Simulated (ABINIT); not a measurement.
Runs of ABINIT 10.8.3 (patched build) on HfC. It takes space group Fm-3m (No. 225, cubic). Conventional cell: a = 4.650 Å, b = 4.650 Å, c = 4.650 Å, α = 90.00°, β = 90.00°, γ = 90.00°. Around Hf (site symmetry m-3m) lie 6 C at 2.33 Å. Around C (site symmetry m-3m) lie 6 Hf at 2.33 Å. 

```csv
task,level,potentials or basis,spin,cell,k mesh,cutoff (eV),cell freedom (optcell),optimiser (ionmov),cutoff smearing ecutsm (Ha),force stop (Ha/bohr),stop of the response cycle (tolvrs),mesh quality,gap on the mesh (eV),pressure (GPa)
single point,LDA,PseudoDojo NC SR LDA v0.4.1 standard,off,as given,8 × 8 × 8,844,-,-,-,-,-,not flagged,none,-
single point,PBE,PseudoDojo NC FR PBE v0.4 standard,"SOC, no magnetisation",as given,8 × 8 × 8,1007,-,-,-,-,-,not flagged,none,-0.1
relaxation of cell and atoms,PBEsol,PseudoDojo NC SR PBEsol v0.4.1 standard,off,relaxed,8 × 8 × 8,1116,2,2,0.5,2e-05,-,not flagged,none,0.0
phonons at a zone-boundary q,PBE,PseudoDojo NC FR PBE v0.4 standard,"SOC, no magnetisation",as given,"4 × 4 × 4, with 4 shifts",1007,-,-,-,-,1e-10,coarse,-,(a)
single point,PBE,PseudoDojo NC SR PBE v0.4.1 standard,off,as given,8 × 8 × 8,844,-,-,-,-,-,not flagged,none,-
```

Alike in all rows: smearing fermi-dirac 0.05 eV.

Question: Estimate the missing entries.

Answer: (a) 0.2.

Caveats: some runs use coarse meshes; the mesh is coarse for a metal's response (some runs).

A k mesh can miss the band edges, and rows without SOC leave out spin-orbit coupling on Hf.

A gap of «none» marks a metal or a gap under the smearing width.
